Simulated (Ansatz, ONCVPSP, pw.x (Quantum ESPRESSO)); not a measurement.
# From atom to crystal: ONCV potential for Mo (Z = 42)

Mo (Z = 42), optimised norm-conserving Vanderbilt (ONCV), made with ONCVPSP 4.0.1.1 (patched build) (PBE, scalar-relativistic). Core [Ar] 3d10, reference 4s2 4p6 4d5 5s1. Waves: 4s+5s: rc 1.80 bohr, ncon 4, nbas 7, qcut 4.4 1/bohr, 2 projectors; 4p: rc 1.20 bohr, ncon 3, nbas 7, qcut 7.8 1/bohr, 1 projector; 4d: rc 1.80 bohr, ncon 4, nbas 8, qcut 5.9 1/bohr, 2 projectors, debl 1.6 Ha. Local part: polynomial inside 0.95 bohr (lpopt 5, dvloc0 3 Ha). Core correction: Teter function, fcfact 2.75, rcfact 1.65.

Atomic tests: cutoffs needed: 27 Ha and 70 Ha (the cutoffs (Ha) at which the residual kinetic energy of the hardest occupied pseudo-wave falls to 1 and 0.1 mHa per electron); ghost test: no bound ghost flagged; GHOST(+) flagged for s at 80.7 eV; largest excitation error: +32 meV (all-electron minus pseudo) for 4s2 4p6 4d4 5s1 5p1, out of 4 test configurations.

Crystal test: fcc Mo in pw.x 7.5, no spin, 14³ k-points, Fermi–Dirac smearing 0.01 Ry, cutoffs 165/660 Ry. The reference is all-electron LAPW (Ansatz 0.2.0) with the same functional, mesh and smearing; V0 and B0 come from Birch–Murnaghan fits to the pressures at five volumes. Errors are pseudo minus all-electron; Δ is the rms difference of the E(V) curves that follow from these fits, minima aligned, over ±6 % about the mean V0. Mesh and smearing are coarse, so the numbers serve the comparison and aren't converged zero-temperature values; the lattice is a test structure that the element need not adopt.

```json
{"V (Å³/atom)": "15.226", "P all-electron (GPa)": "13.93", "P pseudo (GPa)": "13.03"}
{"V (Å³/atom)": "15.626", "P all-electron (GPa)": "6.76", "P pseudo (GPa)": "5.87"}
{"V (Å³/atom)": "16.027", "P all-electron (GPa)": "0.44", "P pseudo (GPa)": "-0.45"}
{"V (Å³/atom)": "16.428", "P all-electron (GPa)": "-5.13", "P pseudo (GPa)": "-6.01"}
{"V (Å³/atom)": "16.828", "P all-electron (GPa)": "-10.04", "P pseudo (GPa)": "-10.92"}
```

All-electron: a0 = 4.005 Å (V0 = 16.06 Å³/atom), B0 = 235.3 GPa.

Pseudopotential: mean pressure error (GPa): -0.89; a0 (Å): 4.000; a0 error (%): -0.12; B0 error (%): +1.4; Δ (meV/atom): 3.1.

Problem. At the middle volume, how do free energy and pressure move when the wave cutoff is lowered (ecutrho kept at four times it)?

Solution.

```json
{"cutoff (Ry)": "74", "shift of F (meV/atom)": "+45.0", "shift of P (GPa)": "-0.45"}
{"cutoff (Ry)": "99", "shift of F (meV/atom)": "+18.0", "shift of P (GPa)": "-0.25"}
{"cutoff (Ry)": "132", "shift of F (meV/atom)": "+9.2", "shift of P (GPa)": "-0.41"}
```

The run at the middle volume (104 k-points, 9 iterations) took about 70 s on one core of a shared host (Intel(R) Xeon(R) Platinum 8488C, 192 threads, 744 GiB, load 62).
